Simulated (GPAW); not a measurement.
# PbSe (Clausthalite) (Fm-3m) in GPAW: notebook, part 2 of 2

GPAW 26.7.0.

### 4 Band structure, PBE

run.py reads:

```python
from ase.dft.bandgap import bandgap
from ase.io import write
from ase.spacegroup import crystal
from ase.units import GPa
from gpaw import GPAW, PW, setup_paths

setup_paths.insert(0, '.')

# Pb 4a
# Se 4b
atoms = crystal(['Pb', 'Se'],
                basis=[[0.0, 0.0, 0.0],
                       [0.5, 0.0, 0.0]],
                spacegroup=225, setting=1,  # Fm-3m
                cellpar=[6.1213, 6.1213, 6.1213, 90.0, 90.0, 90.0],
                primitive_cell=True)

calc = GPAW(mode=PW(600),
            xc='PBE',
            kpts={'size': (6, 6, 6), 'gamma': True},
            occupations={'name': 'fermi-dirac', 'width': 0.05},
            nbands=19,
            convergence={'density': 1e-05, 'energy': 1e-05},
            maxiter=150,
            txt='gpaw.txt')
atoms.calc = calc
energy = atoms.get_potential_energy()
forces = atoms.get_forces()
stress = atoms.get_stress()
calc.write('gs.gpw')
write('result.traj', atoms)
print(f'Energy: {energy:.6f} eV')
print('Forces (eV/A):')
print(forces.round(4))
print('Stress (GPa):', (stress / GPa).round(3))
print('Fermi level:', round(calc.get_fermi_level(), 4), 'eV')
print(f'Gap: {bandgap(calc)[0]:.4f} eV, direct: {bandgap(calc, direct=True)[0]:.4f} eV')

path = atoms.cell.bandpath('GXWKGLUWLK,UX', npoints=60, eps=1e-4)
bs_calc = calc.fixed_density(kpts=path, symmetry='off', nbands=31,
                             convergence={'bands': 'CBM+6.0', 'eigenstates': 1e-6}, txt='bands.txt')
bs = bs_calc.band_structure()
bs.write('bs.json')
print(f'Gap on the path: {bandgap(bs_calc)[0]:.4f} eV')
```

Potentials or basis: PAW data sets generated in the run's folder for this functional, pw.

Launch:

```bash
gpaw-setup -f PBE Pb Se
OMP_NUM_THREADS=1 python run.py
```

Run time: 25 s. Hardware: 1 thread of AMD EPYC 9R14 (Zen 4), shared host; peak memory 0.26 GiB.

Results (log left out):

```
Free energy             : -8.3992 eV
Pressure                : 2.2 GPa
Band gap on the k mesh  : 0.24 eV, direct
Band gap along the path : 0.24 eV, direct
```

Levels at the corners of the path, in eV from the valence-band top:
| point | band 6 | band 7 | band 8 | band 9 | band 10 | band 11 | band 12 | band 13 | band 14 |
| --- | --- | --- | --- | --- | --- | --- | --- | --- | --- |
| Γ | -13.62 | -6.27 | -1.93 | -1.93 | -1.93 | 4.65 | 4.65 | 4.65 | 6.49 |
| X | -12.19 | -7.34 | -5.03 | -3.28 | -3.28 | 3.66 | 5.55 | 5.55 | 5.99 |
| W | -12.17 | -7.98 | -4.28 | -4.28 | -0.82 | 1.83 | 4.91 | 4.91 | 7.69 |
| K | -12.21 | -8.00 | -4.62 | -2.77 | -2.43 | 3.35 | 3.96 | 5.39 | 5.79 |
| Γ | -13.62 | -6.27 | -1.93 | -1.93 | -1.93 | 4.65 | 4.65 | 4.65 | 6.49 |
| L | -12.57 | -8.78 | -1.51 | -1.51 | 0.00 | 0.24 | 1.64 | 1.64 | 8.52 |
| U | -12.21 | -8.00 | -4.62 | -2.77 | -2.43 | 3.35 | 3.96 | 5.39 | 5.79 |
| W | -12.17 | -7.98 | -4.28 | -4.28 | -0.82 | 1.83 | 4.91 | 4.91 | 7.69 |
| L | -12.57 | -8.78 | -1.51 | -1.51 | 0.00 | 0.24 | 1.64 | 1.64 | 8.52 |
| K | -12.21 | -8.00 | -4.62 | -2.77 | -2.43 | 3.35 | 3.96 | 5.39 | 5.79 |
| U | -12.21 | -8.00 | -4.62 | -2.77 | -2.43 | 3.35 | 3.96 | 5.39 | 5.79 |
| X | -12.19 | -7.34 | -5.03 | -3.28 | -3.28 | 3.66 | 5.55 | 5.55 | 5.99 |

Caveat: spin-orbit coupling is left out, which as a rule narrows the gap of such compounds by several tenths of an eV.

### 5 Band structure, BEEF-vdW, spin-orbit coupling, no magnetisation

run.py: that of step 4 with these lines changed.

```diff
@@ -1 +1,2 @@
+import numpy as np
 from ase.dft.bandgap import bandgap
@@ -3,6 +4,4 @@
 from ase.spacegroup import crystal
-from ase.units import GPa
-from gpaw import GPAW, PW, setup_paths
-
-setup_paths.insert(0, '.')
+from gpaw import GPAW, PW
+from gpaw.spinorbit import soc_eigenstates
 
@@ -18,3 +17,3 @@
 calc = GPAW(mode=PW(600),
-            xc='PBE',
+            xc={'name': 'BEEF-vdW', 'backend': 'libvdwxc'},
             kpts={'size': (6, 6, 6), 'gamma': True},
@@ -28,3 +27,2 @@
 forces = atoms.get_forces()
-stress = atoms.get_stress()
 calc.write('gs.gpw')
@@ -34,3 +32,2 @@
 print(forces.round(4))
-print('Stress (GPa):', (stress / GPa).round(3))
 print('Fermi level:', round(calc.get_fermi_level(), 4), 'eV')
@@ -38,3 +35,3 @@
 
-path = atoms.cell.bandpath('GXWKGLUWLK,UX', npoints=60, eps=1e-4)
+path = atoms.cell.bandpath('GXWKGLUWLK,UX', npoints=100, eps=1e-4)
 bs_calc = calc.fixed_density(kpts=path, symmetry='off', nbands=31,
@@ -44 +41,7 @@
 print(f'Gap on the path: {bandgap(bs_calc)[0]:.4f} eV')
+
+soc = soc_eigenstates(bs_calc, theta=90, phi=45)
+np.savetxt('soc_bands.dat', soc.eigenvalues(), fmt='%.4f')
+mesh = soc_eigenstates('gs.gpw', theta=90, phi=45)
+np.savetxt('soc_mesh.dat', mesh.eigenvalues(), fmt='%.4f')
+print('Fermi level with spin-orbit coupling:', round(mesh.fermi_level, 4), 'eV')
```

Potentials or basis: GPAW PAW data sets (gpaw-data 1.2.1), pw.

Launch:

```bash
OMP_NUM_THREADS=1 python run.py
```

gpaw.txt:

```text
__  _  _
 | _ |_)|_||  |
 |__||  | ||/\| - 26.7.0

Input parameters:
  mode=PW(ecut=600.0),
  convergence={'density': 1e-05, 'energy': 1e-05},
  kpts=MonkhorstPack(size=(6, 6, 6), gamma=True),
  maxiter=150,
  nbands=19,
  occupations=Occupations(name='fermi-dirac', width=0.05),
  xc=XC(name='BEEF-vdW', backend='libvdwxc')

Diagonalizing LCAO Hamiltonian
Converting LCAO to pw mode

                Se

       Pb

Atoms  # Å, Bohr magnetons
|   | symbol |        x |        y |        z |    initial magnetic moments |
|---|--------|----------|----------|----------|-----------------------------|
| 0 |     Pb | 0.000000 | 0.000000 | 0.000000 | ( 0.0000,  0.0000,  0.0000) |
| 1 |     Se | 3.060650 | 3.060650 | 3.060650 | ( 0.0000,  0.0000,  0.0000) |

Unit cell  # Å
| periodic |        x |        y |        z |  lengths |    angles |
[... 201 lines left out ...]
|iter:   5| | -451.076293 | -3.94 | -2.27 |
|iter:   6| | -451.076369 | -5.23 | -3.08 |
|iter:   7| | -451.076379c| -6.25 | -3.64 |
|iter:   8| | -451.076380c| -7.47c| -4.37 |
|iter:   9| | -451.076380c| -8.21c| -4.92 |
|iter:  10| | -451.076380c| -8.20c| -5.60c|

Converged in 10 steps
Energy contributions relative to reference atoms: (reference = -633377.995495)

Energy contributions:
  Kinetic:          60.236187
  Coulomb:         -57.683773
  Zero:             -0.127884
  External:          0.000000
  Xc:             -453.500642
  Entropy:          -0.000535
  Spinorbit:         0.000000
  ----------------------------
  Free energy:    -451.076647
  Extrapolated:   -451.076380

dipole moment: (-25.569706, -25.569706, -25.569706)  # |e|*Ang

Fermi level: 6.220
Eigenvalues  # (at kpt = [0.000, 0.000, 0.000])
| band index |      eig [eV] | occ [0-2] |
|------------|---------------|-----------|
|          0 |       -11.328 |     2.000 |
|        ... |               |           |
|          2 |       -11.327 |     2.000 |
|          3 |       -11.327 |     2.000 |
|          4 |       -11.327 |     2.000 |
|          5 |        -7.571 |     2.000 |
|          6 |        -0.179 |     2.000 |
|          7 |         4.109 |     2.000 |
[... 9 lines left out ...]
|         17 |        14.673 |     0.000 |
|         18 |        15.067 |     0.000 |

Gap: 0.338 eV
Transition (v -> c):
  (s=0, k=15, n=9, [0.50, 0.50, 0.50]) -> (s=0, k=15, n=10, [0.50, 0.50, 0.50])
No difference between direct/indirect transitions

Forces  # eV/Ang
|       x |        y |        z |
|---------|----------|----------|
| 0.00000 | -0.00000 | -0.00000 |  # Pb   0
| 0.00000 | -0.00000 | -0.00000 |  # Se   1

# Writing to gs.gpw (mode='')
```

stdout:

```text
Energy: -451.076380 eV
Forces (eV/A):
[[ 0. -0. -0.]
 [ 0. -0. -0.]]
Fermi level: 6.2196 eV
Gap: 0.3384 eV, direct: 0.3384 eV
Gap on the path: 0.3384 eV
Fermi level with spin-orbit coupling: 5.9014 eV
```

It took 34 s on 1 thread of AMD EPYC 9R14 (Zen 4), shared host; peak memory 0.37 GiB.

What came out:

```yaml
Free_energy: -451.0766 eV
Band_gap_on_the_k_mesh: 0.33 eV, direct
Band_gap_along_the_path: 0.40 eV, direct
```

Levels at the corners of the path, in eV from the valence-band top:
```
point  band 17  band 18  band 19  band 20  band 21  band 22  band 23  band 24
    Γ    -1.33    -1.33    -1.33    -1.33     3.10     3.10     6.04     6.04
    X    -3.20    -3.20    -2.62    -2.62     4.17     4.17     4.66     4.66
    W    -3.75    -3.75    -0.47    -0.47     2.00     2.00     5.24     5.24
    K    -2.55    -2.55    -1.92    -1.92     3.22     3.22     4.56     4.56
    Γ    -1.33    -1.33    -1.33    -1.33     3.10     3.10     6.04     6.04
    L    -1.05    -1.05     0.00     0.00     0.40     0.40     1.83     1.83
    U    -2.55    -2.55    -1.92    -1.92     3.22     3.22     4.56     4.56
    W    -3.75    -3.75    -0.47    -0.47     2.00     2.00     5.24     5.24
    L    -1.05    -1.05     0.00     0.00     0.40     0.40     1.83     1.83
    K    -2.55    -2.55    -1.92    -1.92     3.22     3.22     4.56     4.56
    U    -2.55    -2.55    -1.92    -1.92     3.22     3.22     4.56     4.56
    X    -3.20    -3.20    -2.62    -2.62     4.17     4.17     4.66     4.66
```

Caveat: spin-orbit coupling was added after a scalar SCF, so levels and gaps hold it while energy, forces, pressure and moments don't; this program's spin-orbit splittings come out too wide for heavy elements; the PAW data sets were made with another functional, which shifts forces and pressure a little.

### 6 Equation of state, PBEsol+D3(BJ)

run.py reads:

```python
from ase.calculators.mixing import SumCalculator
from ase.eos import EquationOfState
from ase.io import Trajectory, read
from ase.units import GPa
from dftd3.ase import DFTD3
from gpaw import GPAW, PW, setup_paths

setup_paths.insert(0, '.')

atoms = read('POSCAR')

traj = Trajectory('eos.traj', 'w')
volumes, energies = [], []
for x in [0.94, 0.96, 0.98, 1.0, 1.02, 1.04, 1.06]:
    a = atoms.copy()
    a.set_cell(atoms.cell * x**(1 / 3), scale_atoms=True)
    calc = GPAW(mode=PW(600),
                xc='PBEsol',
                kpts={'size': (6, 6, 6), 'gamma': True},
                occupations={'name': 'fermi-dirac', 'width': 0.05},
                nbands=19,
                convergence={'density': 1e-05, 'energy': 1e-05},
                maxiter=150,
                txt=f'eos-{x:.2f}.txt')
    a.calc = SumCalculator([calc, DFTD3(method='pbesol', damping='d3bj')])
    energies.append(a.get_potential_energy())
    volumes.append(a.get_volume())
    p = -a.get_stress()[:3].mean() / GPa
    calc.write(f'eos-{x:.2f}.gpw')
    traj.write(a)
    print(f'{x:.2f} {volumes[-1]:10.4f} A^3 {energies[-1]:14.6f} eV {p:9.3f} GPa', flush=True)

v0, e0, B = EquationOfState(volumes, energies, eos='birchmurnaghan').fit()
print(f'V0 = {v0:.4f} A^3, E0 = {e0:.6f} eV, B0 = {B / GPa:.2f} GPa')
```

POSCAR reads:

```
PbSe
1.0
    0.0000000000      3.0606500000      3.0606500000
    3.0606500000      0.0000000000      3.0606500000
    3.0606500000      3.0606500000      0.0000000000
Pb Se
1 1
Direct
    0.0000000000      0.0000000000      0.0000000000
    0.5000000000      0.5000000000      0.5000000000
```

Potentials or basis: PAW data sets generated in the run's folder for this functional, pw.

Launch:

```bash
gpaw-setup -f PBEsol Pb Se
OMP_NUM_THREADS=1 python run.py
```

Wall time 44 s (1 thread of AMD EPYC 9R14 (Zen 4), shared host); peak memory 0.27 GiB.

It converged, with:

```
Equilibrium volume                      : 27.08 Å³/atom
Bulk modulus                            : 55 GPa
Pressure derivative of the bulk modulus : 4.0 (rough: it moves with the points fitted)
```

Energy against volume, from the lowest point:
| volume (Å³/atom) | energy (meV/atom) |
| --- | --- |
| 26.951 | 0.00 |
| 27.524 | 1.15 |
| 28.097 | 6.14 |
| 28.671 | 14.63 |
| 29.244 | 26.28 |
| 29.818 | 40.80 |
| 30.391 | 57.80 |

### 7 The runs side by side

```csv
task,level,potentials or basis,spin,band path,band points,spin axis theta (degrees),spin axis phi (degrees),soc after scf,gap on the mesh (eV)
equation of state,M06-L+D4,"GPAW PAW data sets (gpaw-data 1.2.1), pw",off,-,-,-,-,-,-
equation of state,r2SCAN,"GPAW PAW data sets (gpaw-data 1.2.1), pw",off,-,-,-,-,-,-
band structure,PBE,"PAW data sets generated in the run's folder for this functional, pw",off,"GXWKGLUWLK,UX",60,-,-,-,0.24
band structure,BEEF-vdW,"GPAW PAW data sets (gpaw-data 1.2.1), pw","SOC, no magnetisation","GXWKGLUWLK,UX",100,90,45,second variation,0.33
equation of state,PBEsol+D3(BJ),"PAW data sets generated in the run's folder for this functional, pw",off,-,-,-,-,-,-
```

Alike in all rows: cell as given; k mesh 6 × 6 × 6; cutoff (eV) 600; smearing fermi-dirac 0.05 eV.

Caveats: the PAW data sets were made with another functional, which shifts forces and pressure a little (some runs); the minimum lies outside the volumes run (some runs); the points scatter about the fit (some runs); spin-orbit coupling is left out, which as a rule narrows the gap of such compounds by several tenths of an eV (some runs); spin-orbit coupling was added after a scalar SCF, so levels and gaps hold it while energy, forces, pressure and moments don't (some runs); this program's spin-orbit splittings come out too wide for heavy elements (some runs).

Total energies depend on the potentials used, so only differences within one code and one set of settings carry meaning.

### 8 How close it comes

Step 4. A measured gap of PbSe is 0.15 eV (direct; 4.2 K; a printed reference work, monograph); the calculated 0.24 eV misses it by +0.09 eV. 2 values of this kind are on record (0.15 to 0.28 eV); this one was drawn at random. Spin-orbit coupling on Pb, Se is left out. The value is that of PBE, without temperature or zero-point motion.

Step 5. A measured gap of PbSe is 0.28 eV (direct; 300 K; a printed reference work, monograph); the calculated 0.33 eV misses it by +0.05 eV. 2 values of this kind are on record (0.15 to 0.28 eV); this one was drawn at random. The value is that of BEEF-vdW on a finite k mesh, which can miss the band edges, without temperature or zero-point motion.

Step 6. The cell as given is a measured one (28.67 Å³/atom); PBEsol+D3(BJ) puts the equilibrium volume -5.6 % from it, thermal expansion not counted.
